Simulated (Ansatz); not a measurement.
SiC: a vibration from a frozen displacement

The calculation used DFT r2SCAN, scalar-relativistic, plane waves, PAW (Ansatz). Settings: plane waves to 500 eV, k-mesh 12×12×12 (Γ-centred), Gaussian smearing 0.05 eV. No spin polarisation. Energies are free energies at this smearing, counted from the undisturbed cell; pressure is positive in compression.

The undisturbed cell (as given, not relaxed at this level; it stands at 1.3 GPa):

```xyz
2
Lattice="0.0000 2.1740 2.1740 2.1740 0.0000 2.1740 2.1740 2.1740 0.0000" Properties=species:S:1:pos:R:3 pbc="T T T"
Si    0.0000    0.0000    0.0000
C     3.2610    3.2610    3.2610
```

Every C atom is moved by x along the Cartesian unit vector (0.000, 0.000, 1.000); the cell and all other atoms stay fixed. The cell's volume is 20.55 Å³; the moved atoms weigh 12.011 u together and the others 28.085 u. Some rows repeat others by symmetry and weren't run.

```
  x (Å)  ΔE (meV/cell) total force on the moved atoms along the move (eV/Å) pressure (GPa)
-0.3000         848.86                                                5.3304         12.0051
-0.2625         658.81                                                4.7967          9.5812
-0.2250         489.75                                                4.2116          7.4398
-0.1875         343.50                                                3.5813          5.6000
-0.1500         221.63                                                2.9125          4.0745
-0.1125         125.46                                                2.2123          2.8763
-0.0750          56.01                                                1.4883          2.0137
-0.0375          14.04                                                0.7482          1.4935
 0.0000           0.00                                                0.0000          1.3197
 0.0375          14.04                                               -0.7482          1.4935
 0.0750          56.01                                               -1.4883          2.0137
 0.1125         125.46                                               -2.2123          2.8763
 0.1500         221.63                                               -2.9125          4.0745
 0.1875         343.50                                               -3.5813          5.6000
 0.2250         489.75                                               -4.2116          7.4398
 0.2625         658.81                                               -4.7967          9.5812
 0.3000         848.86                                               -5.3304         12.0051
```

Task: What frequency belongs to this motion?

Result: The force constant is k = −dF/dx = 19.952 eV/Å², from the parabola through x = -0.0375, 0 and 0.0375. In every cell the moved atoms swing against the rest, so the mass is μ = m₁m₂/(m₁ + m₂) = 8.413 u, and ν̃ = 521.5 cm⁻¹ × √(|k|/μ) = 803 cm⁻¹, at this cell's pressure of 1.3 GPa. To first order in x, and within 1 %, the force on every atom lies along the move and, within each of the two groups, in proportion to the atom's mass, so this is itself a mode at the zone centre of this cell, taken without macroscopic field (the transverse frequency in a polar insulator).

Task: How far does the harmonic law reach?

Result: At x = -0.300 Å, kx²/2 = 897.84 meV against the computed 848.86 meV (-5.5 %): the well is still close to harmonic there.

Task: The pressure changes with x². What does that say about the frequency under compression?

Result: With E = k(V)x²/2, k ∝ V^(−2γ) and x scaling with the cell as V^(1/3), P − P0 = −∂E/∂V = (2γ − 2/3) ΔE/V. At x = 0.0750 Å, V(P − P0) = 20.55 × 0.69402 / 160.2 eV = 89.02 meV and ΔE = 56.01 meV, so γ = 1/3 + V(P − P0)/(2ΔE) = 1.13. This is the Grüneisen parameter of the motion under uniform scaling of the cell: shrinking the cell evenly by 1 % in volume raises the frequency by about 1.13 %.